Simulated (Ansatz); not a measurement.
Runs of Ansatz 0.2.0 on MoS2. The cell holds a slab with vacuum, 6 atoms: a = 3.184 Å, b = 3.184 Å, c = 35.437 Å, α = 90.00°, β = 90.00°, γ = 120.00°. 

```tsv
task	level	cell	cutoff (eV)	basis error allowed	gap on the mesh (eV)	largest force (eV/Å)	work function (eV)
single point	PBE	the (0 0 1) slab of MoS2, cut from the database cell, not relaxed	262	0.001 eV/atom	1.73	0.22	5.07
projected density of states	PBE	the (0 0 1) slab of MoS2, cut from the database cell, not relaxed	241	0.002 eV/atom	1.73	0.22	5.07
single point	LDA	as given	241	0.002 eV/atom	1.73	0.39	5.31
single point	PBE	as given	241	0.002 eV/atom	1.73	0.22	5.07
single point	PBEsol	as given	241	0.002 eV/atom	1.73	0.15	(a)
```

Alike in all rows: potentials or basis all-electron LAPW, scalar-relativistic; no spin polarisation; k mesh 10 × 10 × 1; smearing fermi-dirac 0.05 eV.

**Question.** Estimate the missing entries.

**Answer.** (a) 5.11.

Caveats: the density of states is complete only up to the lowest level of the last band computed (some runs).

A k mesh can miss the band edges, and the runs leave out spin-orbit coupling on Mo.
